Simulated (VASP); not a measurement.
# TiO2 (P4_2/mnm) in VASP: further runs, part 2 of 2

VASP 6.6.1.

## Step 6: Single point, PBE

Input file INCAR:

```
PREC = Accurate
ENCUT = 650
EDIFF = 1E-7
ISMEAR = 0
SIGMA = 0.05
LREAL = False
LASPH = True
NELM = 100
ALGO = Normal
ISIF = 2
LWAVE = False
LCHARG = False
GGA = PE
ADDGRID = False
```

Input file KPOINTS:

```
regular mesh
0
Gamma
  6 6 9
```

Input file POSCAR:

```
TiO2
1.0
    4.5998373239      0.0000000000      0.0000000000
    0.0000000000      4.5998373239      0.0000000000
    0.0000000000      0.0000000000      2.9592135600
Ti O
2 4
Direct
    0.0000000000      0.0000000000      0.5000000000
    0.5000000000      0.5000000000      0.0000000000
    0.3043213200      0.3043213200      0.5000000000
    0.1956786800      0.8043213200      0.0000000000
    0.8043213200      0.1956786800      0.0000000000
    0.6956786800      0.6956786800      0.5000000000
```

Potentials or basis: VASP PAW PBE potentials, release 64 (Ti_sv, O).

Launch:

```sh
> cat potpaw_PBE.64/Ti_sv/POTCAR potpaw_PBE.64/O/POTCAR > POTCAR
> mpirun -np 1 vasp_std > vasp.out
```

OUTCAR:

```text
PREC = Accurate
   ENCUT = 650
   EDIFF = 1E-7
   ISMEAR = 0
   LREAL = False
   LASPH = True
   NELM = 100
   ISIF = 2
   GGA = PE

 Found     50 irreducible k-points:

 Following reciprocal coordinates:
            Coordinates               Weight
  0.000000  0.000000  0.000000      1.000000
  0.166667  0.000000  0.000000      4.000000
  0.333333  0.000000  0.000000      4.000000
  0.500000  0.000000  0.000000      2.000000
  0.166667  0.166667  0.000000      4.000000
  0.333333  0.166667  0.000000      8.000000
   k-points           NKPTS =     50   k-points in BZ     NKDIM =     50   number of bands    NBANDS=     28
   number of dos      NEDOS =    301   number of ions     NIONS =      6
   total plane-waves  NPLWV =  44800
   dimension x,y,z NGX =    40 NGY =   40 NGZ =   28
   dimension x,y,z NGXF=    80 NGYF=   80 NGZF=   56
   ions per type =               2   4
   NGX,Y,Z   is equivalent  to a cutoff of  14.46, 14.46, 15.73 a.u.
   NGXF,Y,Z  is equivalent  to a cutoff of  28.91, 28.91, 31.46 a.u.
 SYSTEM =  unknown system
   PREC   = accura    normal or accurate (medium, high low for compatibility)
   ISTART =      0    job   : 0-new  1-cont  2-samecut
   ICHARG =      2    charge: 1-file 2-atom 10-const
   ISPIN  =      1    spin polarized calculation?
[... 61 lines left out ...]

 k-point     1 :       0.0000    0.0000    0.0000
  band No.  band energies     occupation
      1     -52.1161      2.00000
      2     -52.0992      2.00000
      3     -28.4207      2.00000
      4     -28.4207      2.00000
      5     -28.2579      2.00000
      6     -28.2579      2.00000
[... 175 lines left out ...]
     27       7.4326      0.00000
     28       7.8298      0.00000

 [... further k-points ...]

------------------------ aborting loop because EDIFF is reached ----------------------------------------

  FORCE on cell =-STRESS in cart. coord.  units (eV):
  Direction    XX          YY          ZZ          XY          YZ          ZX
  --------------------------------------------------------------------------------------
  -------------------------------------------------------------------------------------
  Total        1.8689265      1.8689265      1.6561806     -0.0000000      0.0000000      0.0000000
  in kB       47.8235207     47.8235207     42.3796169     -0.0000000      0.0000000      0.0000000
  external PRESSURE =      46.0088861 kB  Pullay stress =       0.0000000 kB

 VOLUME and BASIS-vectors are now :
 -----------------------------------------------------------------------------
  energy-cutoff  :      650.00
  volume of cell :       62.61
      direct lattice vectors                 reciprocal lattice vectors
     4.599837324  0.000000000  0.000000000     0.217398993  0.000000000  0.000000000
     0.000000000  4.599837324  0.000000000     0.000000000  0.217398993  0.000000000
     0.000000000  0.000000000  2.959213560     0.000000000  0.000000000  0.337927622

 POSITION                                       TOTAL-FORCE (eV/Angst)
 -----------------------------------------------------------------------------------
      0.00000      0.00000      1.47961        -0.000000      0.000000      0.000000
      2.29992      2.29992      0.00000        -0.000000      0.000000      0.000000
      1.39983      1.39983      1.47961        -0.013082     -0.013082     -0.000000
      0.90009      3.69975      0.00000         0.013082     -0.013082     -0.000000
      3.69975      0.90009      0.00000        -0.013082      0.013082      0.000000
      3.20001      3.20001      1.47961         0.013082      0.013082      0.000000
 -----------------------------------------------------------------------------------
    total drift:                                0.000000      0.000000     -0.000000

  FREE ENERGIE OF THE ION-ELECTRON SYSTEM (eV)
  ---------------------------------------------------
  free  energy   TOTEN  =       -53.6676426082 eV

  energy  without entropy=      -53.6676426082  energy(sigma->0) =      -53.66764261
```

OSZICAR:

```text
N       E                     dE             d eps       ncg     rms          rms(c)
DAV:   1     0.744438254943E+03    0.74444E+03   -0.29016E+04  2800   0.238E+03
DAV:   2     0.745692607337E+02   -0.66987E+03   -0.64731E+03  2844   0.644E+02
DAV:   3    -0.634300062916E+02   -0.13800E+03   -0.13329E+03  4508   0.235E+02
DAV:   4    -0.708449522782E+02   -0.74149E+01   -0.74053E+01  3896   0.593E+01
DAV:   5    -0.711676766419E+02   -0.32272E+00   -0.32265E+00  4012   0.101E+01    0.314E+01
DAV:   6    -0.541662810176E+02    0.17001E+02   -0.11939E+02  3388   0.104E+02    0.118E+01
DAV:   7    -0.537963531599E+02    0.36993E+00   -0.17388E+01  3552   0.331E+01    0.763E+00
DAV:   8    -0.539317206055E+02   -0.13537E+00   -0.52777E+00  3460   0.209E+01    0.489E+00
DAV:   9    -0.536620199263E+02    0.26970E+00   -0.25453E+00  3504   0.138E+01    0.124E+00
DAV:  10    -0.536671182355E+02   -0.50983E-02   -0.12577E-01  3480   0.286E+00    0.207E-01
DAV:  11    -0.536677010359E+02   -0.58280E-03   -0.77881E-03  3784   0.593E-01    0.962E-02
DAV:  12    -0.536676963726E+02    0.46634E-05   -0.58134E-04  3688   0.163E-01    0.655E-02
DAV:  13    -0.536676414013E+02    0.54971E-04   -0.27592E-04  3716   0.117E-01    0.608E-03
DAV:  14    -0.536676424562E+02   -0.10549E-05   -0.14646E-05  3576   0.317E-02    0.515E-03
DAV:  15    -0.536676425655E+02   -0.10925E-06   -0.31497E-06  3776   0.125E-02    0.173E-03
DAV:  16    -0.536676426082E+02   -0.42732E-07   -0.37753E-07  2772   0.623E-03
   1 F= -.53667643E+02 E0= -.53667643E+02  d E =-.595033E-13
```

stdout:

```text
POSCAR found type information on POSCAR TiO
 POSCAR found :  2 types and       6 ions
 scaLAPACK will be used
 LDA part: xc-table for (Slater+PW92), standard interpolation
 POSCAR, INCAR and KPOINTS ok, starting setup
 FFT: planning ... GRIDC
 FFT: planning ... GRID_SOFT
 FFT: planning ... GRID
 WAVECAR not read
 entering main loop
```

Wall time 2 min (1 thread of AMD EPYC 7R13 (Zen 3), shared host); peak memory 0.23 GiB.

These settings aren't checked as converged: the numbers below hold their error.

What came out:

- Free energy: -53.6676 eV
- Pressure: 4.6 GPa
- Largest force: 0.019 eV/Å
- Band gap on the k mesh: 1.84 eV, direct

Caveat: an odd mesh through Γ misses points on the zone boundary, where band edges often lie.

## Step 7: The reference run

An earlier run on the cell as given: functional PBEsol; potentials or basis VASP PAW PBE potentials, release 64 (Ti_sv, O); cutoff 520 eV; k mesh 6 × 6 × 9; occupations fermi-dirac, width 0.05 eV; no spin polarisation.

- Pressure: -2.1 GPa
- Largest force: 0.047 eV/Å
- Band gap on the k mesh: 1.80 eV, direct

## Step 8: Overview

```tsv
task	level	potentials or basis	cell	cutoff (eV)	ladder	gap on the mesh (eV)	pressure (GPa)	relaxed volume (Å³/atom)	largest force (eV/Å)
relaxation of cell and atoms	PBE	VASP PAW PBE potentials, release 64 (Ti_pv, O)	relaxed	600	-	1.79	0.0	10.70	0.01
relaxation of cell and atoms	PBE	VASP PAW PBE potentials, release 64 (Ti_sv_GW, O_GW)	relaxed	680	-	1.85	0.0	10.61	-
relaxation of cell and atoms	PBE	VASP PAW PBE potentials, release 64 (Ti_sv_GW, O_GW)	relaxed	630	-	1.85	-0.1	10.60	-
single point	PBEsol	VASP PAW PBE potentials, release 64 (Ti_sv, O)	as given	520	free	1.80	-2.1	-	0.05
```

Alike in all rows: no spin polarisation; k mesh 6 × 6 × 9; smearing fermi-dirac 0.05 eV.

Caveats: an odd mesh through Γ misses points on the zone boundary, where band edges often lie; the PAW data sets were made with another functional, which shifts forces and pressure a little (some runs).

Total energies depend on the potentials used, so only differences within one code and one set of settings carry meaning.
